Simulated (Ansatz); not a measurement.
# SnTe (Pm-3m) in Ansatz: reference runs

Reference runs on SnTe: the cell as given and a disturbed copy, then over a range of volumes.

Program: Ansatz 0.2.0. These are calculated values, not measurements. Logs are shortened: lines on timing, memory, paths and dates and some standing lists are left out, and cuts for length are marked.

### 1 Starting point

It takes space group Pm-3m (No. 221, cubic). The conventional cell has a = 3.905 Å, b = 3.905 Å, c = 3.905 Å, α = 90.00°, β = 90.00°, γ = 90.00°. Around Te (site symmetry m-3m) lie 8 Sn at 3.38 Å. Around Sn (site symmetry m-3m) lie 8 Te at 3.38 Å.

Measurements of this composition are mostly on another form, of space group No. 225.

### 2 Single point, PBE

The input, input.yaml:

```yaml
crystal:
  lattice:
    - [3.9047, 0.0, 0.0]
    - [0.0, 3.9047, 0.0]
    - [0.0, 0.0, 3.9047]
  atoms:
    - { symbol: Te, position: [0.5, 0.5, 0.5] }
    - { symbol: Sn, position: [0.0, 0.0, 0.0] }
hamiltonian:
  xc: pbe
  pseudopotentials: { kind: paw }
kpoints:
  mp_grid: { grid: [7, 7, 7] }
scf:
  occupations: { method: fermi_dirac, width: 0.05 }
output:
  forces: true
  stress: true
  eigenvalues: true
  write_density: true
  write_potential: true
  elf: true
  volumetric_format: npy
```

Potentials or basis: Ansatz PAW.

Started as:

```bash
$ ansatz run input.yaml --threads 2 --pin off --max-ram 5120MiB --backend cpu --events-out ev --progress --plain --runs-dir out
```

The log of the run:

```text
Warning: RAYON_NUM_THREADS=2 ignored (pool sized by the plan → 2); use --threads N
Engine: ansatz 0.2.0, aarch64-unknown-linux-gnu
Pseudopotentials: kind: paw
Pseudopotential: Te, paw, valence charge 16, recommended cutoff 420 eV (normal), Te.paw.azcp
Pseudopotential: Sn, paw, valence charge 14, recommended cutoff 420 eV (normal), Sn.paw.azcp
Functional definition: PBE
  parameter kappa = 0.804
  parameter beta = 0.06672455060314922
  exchange = pbe_x(kappa = kappa, mu = beta*pi^2/3)
  correlation = pbe_c(beta = beta)
Crystal: 2 atoms, lattice volume = 59.534 Å³
Basis set: ecut = 420 eV, 1189 PW (Γ), exchange–correlation on 54×54×54 points (8 copies of the dense FFT grid, shifted against one another)
Bands: 19, of which v1, the nominal top of the filled ones, is band 15 counted from 1 (14 counted from 0)
Symmetry: 48 space group operations
Space group: Pm-3m (ITA 221), of the structure as read, at distance tolerance 3.9e-5 Å
k-points: 20 of 343
Non-local potential: Te, projectors of the file, l = 0: 2, l = 1: 2, l = 2: 2, l = 3: 2
Non-local potential: Sn, projectors of the file, l = 0: 2, l = 1: 2, l = 2: 2, l = 3: 2
PAW form: soft (Blöchl's): semilocal exchange-correlation on the pseudo side does not see the compensation charge
PAW one-centre angular grid: Te, 590 points (default); XC on 64 Gauss nodes
PAW one-centre angular grid: Sn, 590 points (default); XC on 64 Gauss nodes
Initial density: superposition of atomic densities (neutral atoms: chi_scale 0, normalization atom), corrected by the library's trained network
Initial wavefunctions: pseudopotential atomic-orbital guess
Functional: x = pbe(κ = 0.804, μ = 0.2195149727645171), c = pbe(β = 0.06672455060314922)
SCF iter   1: F=—  HF=-13004.264624 eV  |F-HF|=—  |Δ(HF+E_count)|=         —  Δρ=3.17e-3  dr2=1.42e-2  ethr=1.77e-3  ⟨swp⟩=6.4  Hψ=1972  notcnv=0
preconditioner: auto → Kerker (q_TF=auto, 2.434 Å⁻¹)  [metal: Δε(μ)=0.024 eV  Ē_g=8.457 eV  σ=0.050 eV  W_gap=0.12  n_scr=18 (ndim 8)  ℏωp=15.2 eV  f_vac=0.000  D(μ)=2.27/eV (n_scr^D=18)]
SCF iter   2: F=—  HF=-13004.261145 eV  |F-HF|=—  |Δ(HF+E_count)|=   3.48e-3  Δρ=1.63e-3  dr2=3.72e-3  ethr=4.75e-5  ⟨swp⟩=1.9  Hψ=613  notcnv=0
SCF iter   3: F=—  HF=-13004.260559 eV  |F-HF|=—  |Δ(HF+E_count)|=   5.85e-4  Δρ=3.54e-4  dr2=4.40e-5  ethr=1.24e-5  ⟨swp⟩=2.4  Hψ=513  notcnv=0
SCF iter   4: F=—  HF=-13004.260577 eV  |F-HF|=—  |Δ(HF+E_count)|=   1.80e-5  Δρ=1.67e-4  dr2=1.06e-5  ethr=1.47e-7  ⟨swp⟩=2.6  Hψ=712  notcnv=0
SCF iter   5: F=—  HF=-13004.260586 eV  |F-HF|=—  |Δ(HF+E_count)|=   9.02e-6  Δρ=4.04e-5  dr2=1.01e-6  ethr=3.53e-8  ⟨swp⟩=2.0  Hψ=586  notcnv=0
SCF iter   6: F=-13004.260586 eV  HF=-13004.260586 eV  |F-HF|=2.03e-8  |Δ(HF+E_count)|=   4.14e-8  Δρ=7.32e-6  dr2=2.79e-8  ethr=3.33e-10  ⟨swp⟩=11.7  Hψ=3013  notcnv=0
SCF 1 converged in 6 iterations: F = -13004.260586 eV  dr2 = 2.79e-8
SCF converged after 6 iterations
Free energy (F): -13004.260586 eV
Harris-Foulkes:  -13004.260586 eV  (|F-HF|=2.03e-8)
Internal energy: -13004.241035 eV  (E = F + TS)
E sigma→0 (E₀):  -13004.250811 eV
Entropy (-TS):   -0.019551 eV (-9.775 meV/atom)
Fermi energy:    9.872798 eV
--- Per-component energies (eV) ---
  E_band       = -333.138040
  E_kinetic    = 364.594927
  E_local      = -1967.460057  (includes V_loc(G=0)·N_el)
  E_nonlocal   = -343.344031
  E_hartree    = 1271.592228
  E_xc         = -506.973918
  E_vxc        = -199.974439  (∫ρ·V_xc dr)
  E_paw        = -8795.494393  (= ΣΔE_a)
  E_vpaw       = -730.137863  (= ΣTr[D̂ρ^β])
  E_aug_tail   = -0.000167  (compensation charges beyond the density's cutoff)
  E_ewald      = -3027.155625
  E_smearing   = -0.019551  (= −TS)
  E_closure    = 0.000000  (closes the sum)
  Σ components = -13004.260586   (vs F -13004.260586, Δ=0.00e0)
--- Forces (eV/Å), atoms counted from 1 ---
  atom   1  Te     0.00000000    -0.00000000     0.00000000
  atom   2  Sn     0.00000000    -0.00000000     0.00000000
  max |Σ_I F_I| component: 3.02e-29 eV/Å
--- Stress (GPa, compression-positive) ---
       -1.043499       0.000000       0.000000
        0.000000      -1.043499       0.000000
        0.000000       0.000000      -1.043499
  P = ⅓ Tr σ = -1.0435 GPa (-10.435 kbar)
--- Band table (eV; the first three rows and the last of 20) ---
  k-point 0: bands = ["-26.7301", "-26.7301", "-26.7250", "-26.7250", "-26.7250", "-11.6807", "-11.6807", "-11.6435", "-11.6435", "-11.6435", "-2.4208", "4.6022", "8.1743", "8.1743", "8.1743", "13.5109", "13.5109", "15.2631", "15.2631"]
  k-point 1: bands = ["-26.7301", "-26.7291", "-26.7252", "-26.7252", "-26.7249", "-11.6804", "-11.6746", "-11.6456", "-11.6456", "-11.6434", "-2.2641", "4.0858", "8.1692", "8.3582", "8.3582", "13.6857", "13.9508", "14.6980", "14.6980"]
  k-point 2: bands = ["-26.7300", "-26.7268", "-26.7257", "-26.7257", "-26.7249", "-11.6799", "-11.6609", "-11.6501", "-11.6501", "-11.6432", "-1.8353", "2.9301", "8.5297", "8.8713", "8.8713", "12.3658", "13.4419", "13.4419", "14.2068"]
  k-point 19: bands = ["-26.7274", "-26.7273", "-26.7273", "-26.7223", "-26.7223", "-11.6646", "-11.6643", "-11.6643", "-11.6321", "-11.6321", "-0.0523", "4.3992", "6.7190", "6.8921", "6.8921", "9.0545", "9.0545", "9.8882", "21.9868"]
```

rho_z.tsv:

```text
# z_ang	rho[e/angstrom^3]
# format = ansatz-planar-average/11
# lattice	3.904700000	0.000000000	0.000000000
# lattice	0.000000000	3.904700000	0.000000000
# lattice	0.000000000	0.000000000	3.904700000
# sites	2
# site	52	1.952350000	1.952350000	1.952350000
# site	50	0.000000000	0.000000000	0.000000000
0.000000	8.708796e-1
0.144619	8.052456e-1
0.289237	6.448324e-1
0.433856	4.662953e-1
0.578474	3.278389e-1
0.723093	2.463907e-1
[... 19 lines left out ...]
3.615463	6.448324e-1
3.760081	8.052456e-1
```

Wall time 1.8 s (2 threads of Arm Neoverse N1, shared host); peak memory 0.32 GiB.

What came out:

```
Free energy            : -13004.2606 eV
Pressure               : -1.0 GPa
Band gap on the k mesh : none (metal or under the smearing width)
```

The run has no spin-orbit coupling, so splittings on Te are missing.

### 3 Single point, PBE (atoms moved at random, drawn with an rms of 0.05 Å)

input.yaml: that of step 2 with these lines changed.

```diff
@@ -6,4 +6,4 @@
   atoms:
-    - { symbol: Te, position: [0.5, 0.5, 0.5] }
-    - { symbol: Sn, position: [0.0, 0.0, 0.0] }
+    - { symbol: Te, position: [0.487108, 0.501651, 0.496451] }
+    - { symbol: Sn, position: [0.012255, 0.007508, 0.009191] }
 hamiltonian:
```

Potentials or basis: Ansatz PAW.

Started as:

```bash
$ ansatz run input.yaml --threads 2 --pin off --max-ram 5120MiB --backend cpu --events-out ev --progress --plain --runs-dir out
```

The log of the run:

```text
Warning: RAYON_NUM_THREADS=2 ignored (pool sized by the plan → 2); use --threads N
[... 9 set-up lines as earlier in the session ...]
Crystal: 2 atoms, lattice volume = 59.534 Å³
[... 33 lines left out ...]
  E_nonlocal   = -343.330074
  E_hartree    = 1273.117540
  E_xc         = -507.016905
  E_vxc        = -200.031165  (∫ρ·V_xc dr)
  E_paw        = -8795.499505  (= ΣΔE_a)
  E_vpaw       = -730.145039  (= ΣTr[D̂ρ^β])
  E_aug_tail   = -0.000181  (compensation charges beyond the density's cutoff)
  E_ewald      = -3025.721596
  E_smearing   = -0.019005  (= −TS)
  E_closure    = 0.000000  (closes the sum)
  Σ components = -13004.263507   (vs F -13004.263507, Δ=0.00e0)
--- Forces (eV/Å), atoms counted from 1 ---
  atom   1  Te    -0.04903176    -0.00963652    -0.02175097
  atom   2  Sn     0.04903332     0.00963622     0.02175040
  max |Σ_I F_I| component: 1.56e-6 eV/Å
--- Stress (GPa, compression-positive) ---
       -0.858289       0.035022       0.074981
        0.035022      -0.830378       0.018753
        0.074981       0.018753      -0.835492
  P = ⅓ Tr σ = -0.8414 GPa (-8.414 kbar)
--- Band table (eV; the first three rows and the last of 172) ---
  k-point 0: bands = ["-26.7210", "-26.7208", "-26.7160", "-26.7158", "-26.7157", "-11.6812", "-11.6802", "-11.6443", "-11.6435", "-11.6431", "-2.4271", "4.6107", "8.1654", "8.1706", "8.1910", "13.4120", "13.4863", "15.2791", "15.2992"]
  k-point 1: bands = ["-26.7209", "-26.7199", "-26.7162", "-26.7160", "-26.7157", "-11.6803", "-11.6747", "-11.6462", "-11.6454", "-11.6433", "-2.2702", "4.0916", "8.1600", "8.3504", "8.3775", "13.5854", "13.9203", "14.7025", "14.7791"]
  k-point 2: bands = ["-26.7208", "-26.7177", "-26.7167", "-26.7165", "-26.7157", "-11.6798", "-11.6611", "-11.6508", "-11.6499", "-11.6431", "-1.8409", "2.9316", "8.5163", "8.8636", "8.8893", "12.3756", "13.3922", "13.4488", "14.2706"]
  k-point 171: bands = ["-26.7194", "-26.7173", "-26.7172", "-26.7163", "-26.7151", "-11.6708", "-11.6564", "-11.6558", "-11.6473", "-11.6456", "-1.1084", "2.3108", "7.3980", "8.7030", "8.7928", "11.2475", "12.2827", "13.9184", "16.5372"]
```

Run time: 22 s. Hardware: 2 threads of Arm Neoverse N1, shared host; peak memory 0.49 GiB.

What came out:

```
Free energy            : -13004.2635 eV
Pressure               : -0.8 GPa
Largest force          : 0.054 eV/Å
Band gap on the k mesh : none (metal or under the smearing width)
```

Forces on the atoms (eV/Å):
```
Te  -0.049 -0.010 -0.022
Sn   0.049  0.010  0.022
```

### 4 Single point, PBE, 27.98 Å³/atom (volume scaled by 0.94)

The input, input.yaml:

```yaml
crystal:
  lattice:
    - [3.8249898787, 0.0, 0.0]
    - [0.0, 3.8249898787, 0.0]
    - [0.0, 0.0, 3.8249898787]
  atoms:
    - { symbol: Te, position: [0.5, 0.5, 0.5] }
    - { symbol: Sn, position: [0.0, 0.0, 0.0] }
hamiltonian:
  xc: pbe
  pseudopotentials: { kind: paw }
kpoints:
  mp_grid: { grid: [7, 7, 7] }
scf:
  occupations: { method: fermi_dirac, width: 0.05 }
output:
  forces: true
  stress: true
  eigenvalues: true
  write_density: true
  write_potential: true
  elf: true
  volumetric_format: npy
```

Started as:

```bash
$ ansatz run input.yaml --threads 2 --pin off --max-ram 5120MiB --backend cpu --events-out ev --progress --plain --runs-dir out
```

Run time: 1.9 s. Hardware: 2 threads of Arm Neoverse N1, shared host; peak memory 0.32 GiB.

It converged, with:

| Quantity | Value |
| --- | --- |
| Free energy | -13004.2590 eV |
| Pressure | 1.4 GPa |
| Band gap on the k mesh | none (metal or under the smearing width) |

### 5 Single point, PBE, 28.58 Å³/atom (volume scaled by 0.96)

The input, input.yaml:

```yaml
crystal:
  lattice:
    - [3.8519273147, 0.0, 0.0]
    - [0.0, 3.8519273147, 0.0]
    - [0.0, 0.0, 3.8519273147]
  atoms:
    - { symbol: Te, position: [0.5, 0.5, 0.5] }
    - { symbol: Sn, position: [0.0, 0.0, 0.0] }
hamiltonian:
  xc: pbe
  pseudopotentials: { kind: paw }
kpoints:
  mp_grid: { grid: [7, 7, 7] }
scf:
  occupations: { method: fermi_dirac, width: 0.05 }
output:
  forces: true
  stress: true
  eigenvalues: true
```

Started as:

```bash
$ ansatz run input.yaml --threads 2 --pin off --max-ram 5120MiB --backend cpu --events-out ev --progress --plain --runs-dir out
```

Wall time 1.4 s (2 threads of Arm Neoverse N1, shared host); peak memory 0.32 GiB.

The run converged. Its results:

* Free energy: -13004.2656 eV
* Pressure: 0.4 GPa
* Band gap on the k mesh: none (metal or under the smearing width)

### 6 Single point, PBE, 29.17 Å³/atom (volume scaled by 0.98)

input.yaml: that of step 5 with these lines changed.

```diff
@@ -2,5 +2,5 @@
   lattice:
-    - [3.8519273147, 0.0, 0.0]
-    - [0.0, 3.8519273147, 0.0]
-    - [0.0, 0.0, 3.8519273147]
+    - [3.8784931701, 0.0, 0.0]
+    - [0.0, 3.8784931701, 0.0]
+    - [0.0, 0.0, 3.8784931701]
   atoms:
@@ -19 +19,5 @@
   eigenvalues: true
+  write_density: true
+  write_potential: true
+  elf: true
+  volumetric_format: npy
```

Potentials or basis: Ansatz PAW.

Started as:

```bash
$ ansatz run input.yaml --threads 2 --pin off --max-ram 5120MiB --backend cpu --events-out ev --progress --plain --runs-dir out
```

Run time: 1.9 s. Hardware: 2 threads of Arm Neoverse N1, shared host; peak memory 0.32 GiB.

Results (log left out):

```
Free energy            : -13004.2659 eV
Pressure               : -0.4 GPa
Band gap on the k mesh : none (metal or under the smearing width)
```

### 7 Single point, PBE, 29.77 Å³/atom

input.yaml: that of step 6 with these lines changed.

```diff
@@ -2,5 +2,5 @@
   lattice:
-    - [3.8784931701, 0.0, 0.0]
-    - [0.0, 3.8784931701, 0.0]
-    - [0.0, 0.0, 3.8784931701]
+    - [3.9047, 0.0, 0.0]
+    - [0.0, 3.9047, 0.0]
+    - [0.0, 0.0, 3.9047]
   atoms:
```

Started as:

```bash
$ ansatz run input.yaml --threads 2 --pin off --max-ram 5120MiB --backend cpu --events-out ev --progress --plain --runs-dir out
```

Wall time 1.8 s (2 threads of Arm Neoverse N1, shared host); peak memory 0.32 GiB.

The run converged. Its results:

- Free energy: -13004.2606 eV
- Pressure: -1.0 GPa
- Band gap on the k mesh: none (metal or under the smearing width)

### 8 Single point, PBE, 30.36 Å³/atom (volume scaled by 1.02)

input.yaml: that of step 7 with these lines changed.

```diff
@@ -2,5 +2,5 @@
   lattice:
-    - [3.9047, 0.0, 0.0]
-    - [0.0, 3.9047, 0.0]
-    - [0.0, 0.0, 3.9047]
+    - [3.930559694, 0.0, 0.0]
+    - [0.0, 3.930559694, 0.0]
+    - [0.0, 0.0, 3.930559694]
   atoms:
@@ -19,5 +19 @@
   eigenvalues: true
-  write_density: true
-  write_potential: true
-  elf: true
-  volumetric_format: npy
```

Started as:

```bash
$ ansatz run input.yaml --threads 2 --pin off --max-ram 5120MiB --backend cpu --events-out ev --progress --plain --runs-dir out
```

Run time: 1.4 s. Hardware: 2 threads of Arm Neoverse N1, shared host; peak memory 0.32 GiB.

Results (log left out):

| Property | Result |
| --- | --- |
| Free energy | -13004.2506 eV |
| Pressure | -1.6 GPa |
| Band gap on the k mesh | none (metal or under the smearing width) |

### 9 Single point, PBE, 30.96 Å³/atom (volume scaled by 1.04)

input.yaml: that of step 8 with these lines changed.

```diff
@@ -2,5 +2,5 @@
   lattice:
-    - [3.930559694, 0.0, 0.0]
-    - [0.0, 3.930559694, 0.0]
-    - [0.0, 0.0, 3.930559694]
+    - [3.9560835241, 0.0, 0.0]
+    - [0.0, 3.9560835241, 0.0]
+    - [0.0, 0.0, 3.9560835241]
   atoms:
@@ -19 +19,5 @@
   eigenvalues: true
+  write_density: true
+  write_potential: true
+  elf: true
+  volumetric_format: npy
```

Potentials or basis: Ansatz PAW.

Started as:

```bash
$ ansatz run input.yaml --threads 2 --pin off --max-ram 5120MiB --backend cpu --events-out ev --progress --plain --runs-dir out
```

It took 2 s on 2 threads of Arm Neoverse N1, shared host; peak memory 0.32 GiB.

Results (log left out):

```yaml
Free_energy: -13004.2365 eV
Pressure: -2.1 GPa
Band_gap_on_the_k_mesh: none (metal or under the smearing width)
```

### 10 Single point, PBE, 31.55 Å³/atom (volume scaled by 1.06)

input.yaml: that of step 9 with these lines changed.

```diff
@@ -2,5 +2,5 @@
   lattice:
-    - [3.9560835241, 0.0, 0.0]
-    - [0.0, 3.9560835241, 0.0]
-    - [0.0, 0.0, 3.9560835241]
+    - [3.9812821877, 0.0, 0.0]
+    - [0.0, 3.9812821877, 0.0]
+    - [0.0, 0.0, 3.9812821877]
   atoms:
```

Started as:

```bash
$ ansatz run input.yaml --threads 2 --pin off --max-ram 5120MiB --backend cpu --events-out ev --progress --plain --runs-dir out
```

Run time: 2 s. Hardware: 2 threads of Arm Neoverse N1, shared host; peak memory 0.32 GiB.

It converged, with:

- Free energy: -13004.2189 eV
- Pressure: -2.6 GPa
- Band gap on the k mesh: none (metal or under the smearing width)

### 11 Equation of state, PBE

This step only gathers the single runs of the series.

What came out:

* Equilibrium volume: 28.89 Å³/atom
* Bulk modulus: 38 GPa
* Pressure derivative of the bulk modulus: 6.2

Energy against volume, from the lowest point:
| volume (Å³/atom) | energy (meV/atom) |
| --- | --- |
| 27.981 | 3.42 |
| 28.576 | 0.11 |
| 29.172 | 0.00 |
| 29.767 | 2.64 |
| 30.362 | 7.65 |
| 30.958 | 14.68 |
| 31.553 | 23.48 |

The run has no spin-orbit coupling, so splittings on Te are missing.

### 12 Overview

| task | cell | gap on the mesh (eV) | pressure (GPa) |
| --- | --- | --- | --- |
| single point | as given | none | -1.0 |
| single point | atoms moved at random, drawn with an rms of 0.05 Å | none | -0.8 |
| equation of state | as given | - | - |

Alike in all rows: level PBE; potentials or basis Ansatz PAW; no spin polarisation; k mesh 7 × 7 × 7; cutoff (eV) 420; smearing fermi-dirac 0.05 eV.

Absolute energies hang on the potentials; compare differences alone.
